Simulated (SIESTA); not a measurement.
Crystal: Sn.

```xyz
2
Lattice="0.0000 3.2333 3.2333 3.2333 0.0000 3.2333 3.2333 3.2333 0.0000" Properties=species:S:1:pos:R:3 pbc="T T T"
Sn    4.8500    4.8500    4.8500
Sn    3.2333    3.2333    3.2333
```

This isn't the form of Sn at room conditions, which is tetragonal (white tin).

```yaml
Program: SIESTA 5.4.2
Task: relaxation of cell and atoms
Functional: BP86
Potentials_or_basis: PseudoDojo 0.4 standard (PBE files)
Basis: DZP (energy shift 0.002 Ry)
Grid_cutoff: 500 Ry
Energy_shift: 0.002 Ry
k_mesh: 7 × 7 × 7
Occupations: fermi-dirac, width 0.05 eV
Spin: no spin polarisation
```

At the start: pressure 5.0 GPa; volume 33.80 Å³/atom.

Q: How do energy, volume and symmetry change on relaxing?

A: Over 5 steps the energy falls by 55.7 meV/atom and the volume is 37.97 Å³/atom (+12.3 %); space group Fd-3m (No. 227, to 0.05 Å).

The path:
```tsv
step	energy change (eV)	largest force (eV/Å)	pressure (GPa)	volume (Å³)
1	0.0000	0.0001	4.97	67.61
2	-0.0599	0.0003	3.21	69.98
3	-0.1064	0.0005	0.92	73.88
4	-0.1037	0.0005	-0.95	78.27
5	-0.1115	0.0006	-0.05	75.95
```

Final structure:
```xyz
2
Lattice="0.0003 3.3613 3.3613 3.3613 0.0003 3.3613 3.3613 3.3613 0.0003" Properties=species:S:1:pos:R:3 pbc="T T T"
Sn    5.0422    5.0422    5.0422
Sn    3.3615    3.3615    3.3615
```

Caveat: semicore shells carry a single zeta, which can move pressures by several GPa and volumes by a few percent; the potentials were made for another functional, which shifts forces and pressure; the volume moved by +12 % from the deposited cell, more than functionals usually miss; the basis of atomic orbitals isn't converged, which shifts pressures, moduli and gaps.
